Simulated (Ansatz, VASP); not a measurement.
N: VASP beside Ansatz

File INCAR:

```
SYSTEM = N
PREC = Accurate
ENCUT = 600
EDIFF = 1E-6
ISMEAR = 0
SIGMA = 0.02
LREAL = .FALSE.
LASPH = .TRUE.
NELM = 100
ALGO = Normal
ISIF = 4
LWAVE = .FALSE.
LCHARG = .FALSE.
GGA = PE
IVDW = 12
IBRION = 2
NSW = 50
EDIFFG = -0.01
```

Contents of KPOINTS:

```
regular mesh
0
G
  9 9 4
  0 0 0
```

The input POSCAR:

```
N
1.0
    3.8597322421      0.0000000000      0.0000000000
   -1.9298661210      3.3426261734      0.0000000000
    0.0000000000      0.0000000000      7.4963188875
N
4
Direct
    0.3333333333      0.6666666667      0.3242381484
    0.3333333333      0.6666666667      0.1757618516
    0.6666666667      0.3333333333      0.8242381484
    0.6666666667      0.3333333333      0.6757618516
```

Input for Ansatz:

```yaml
crystal:
  lattice:
    - [3.8597322421, 0.0, 0.0]
    - [-1.929866121, 3.3426261734, 0.0]
    - [0.0, 0.0, 7.4963188875]
  atoms:
    - { symbol: "N", position: [0.3333333333, 0.6666666667, 0.3242381484] }
    - { symbol: "N", position: [0.3333333333, 0.6666666667, 0.1757618516] }
    - { symbol: "N", position: [0.6666666667, 0.3333333333, 0.8242381484] }
    - { symbol: "N", position: [0.6666666667, 0.3333333333, 0.6757618516] }
basis:
  ecutwfc: 420
kpoints:
  mp_grid: { grid: [9, 9, 4] }
hamiltonian:
  xc: pbe
  dispersion: d3bj
scf:
  occupations: { method: gaussian, width: 0.02 }
output:
  forces: true
  stress: true
  eigenvalues: true
  write_density: true
  write_potential: true
  elf: true
  volumetric_format: npy
relax:
  adjacent_minimum: "off"
  f_tol: 0.01
  max_steps: 30
  cell: { stress_tol: 0.1, fix: [volume] }
```

Alike in both runs: task relaxation of shape and atoms at fixed volume; functional PBE; dispersion D3(BJ); k mesh 9 × 9 × 4; occupations gaussian, width 0.02 eV; no spin polarisation.

|  | VASP | Ansatz |
| --- | --- | --- |
| version | VASP 6.6.1 | Ansatz 0.2.0 |
| potentials or method | VASP PAW PBE potentials, release 64 (N) | scalar-relativistic, plane waves, PAW |
| plane-wave cutoff (eV) | 600 | 420 |
| valence electrons in the cell | 20 | 20 |

|  | VASP | Ansatz | Ansatz less VASP |
| --- | --- | --- | --- |
| gap on the k mesh at the Fermi level, each at its own relaxed structure (eV) | 7.02 | 7.20 | +0.184 |
| relaxed volume (Å³/atom) | 24.18 | 24.18 | 0.000 |
| relaxed cell length with the largest relative difference (Å) | 7.496 | 7.568 | +0.0719 |
| energy change over the relaxation (meV/atom) | 0 | -4 | -4.1 |

Caveats: the standard files for N, O and F lose accuracy on very short bonds; an odd mesh through Γ misses points on the zone boundary, where band edges often lie. A hybrid or GW would open this gap; PBE tends to underestimate it.
